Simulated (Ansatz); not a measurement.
# ZrN: the cost of one run

Computed with Ansatz 0.2.0 (DFT PBEsol, scalar-relativistic, plane waves, PAW, unless a step's input says otherwise).

### 1 The structure to begin with

It takes space group Fm-3m (No. 225, cubic). The conventional cell has a = 4.568 Å, b = 4.568 Å, c = 4.568 Å, α = 90.00°, β = 90.00°, γ = 90.00°. Around Zr (site symmetry m-3m) lie 6 N at 2.28 Å. Around N (site symmetry m-3m) lie 6 Zr at 2.28 Å.

As a file:

```xyz
2
Lattice="0.0000 2.2842 2.2842 2.2842 0.0000 2.2842 2.2842 2.2842 0.0000" Properties=species:S:1:pos:R:3 pbc="T T T"
Zr    0.0000    0.0000    0.0000
N     2.2842    2.2842    2.2842
```

The cell is taken as given, not relaxed at this level.

### 2 The reference cell

Reference values: F = -4510.9755 eV; pressure -2.80 GPa; largest force 0.000 eV/Å; gap on the mesh none (metal). It was computed beforehand with the settings of the runs below.

### 3 Setting up a two-dimensional strain map

The cell is strained by p along both x and y and by q along z, with fractional coordinates fixed.

### 4 Point p = -0.080, q = -0.080

Input file input.yaml:

```yaml
crystal:
  lattice:
    - [0.0, 2.1014916, 2.1014916]
    - [2.1014916, 0.0, 2.1014916]
    - [2.1014916, 2.1014916, 0.0]
  atoms:
    - { symbol: Zr, position: [0.0, 0.0, 0.0] }
    - { symbol: "N", position: [0.5, 0.5, 0.5] }
basis:
  ecutwfc: 420
kpoints:
  mp_grid: { grid: [18, 18, 18] }
hamiltonian:
  xc: pbesol
scf:
  occupations: { method: gaussian, width: 0.15 }
output:
  forces: true
  stress: true
  eigenvalues: true
```

**Question.** How long does this run take on 1 thread of an x86-64 CPU, shared host, and how much memory does it need?

About 1.3 s, with a peak of 0.39 GiB.
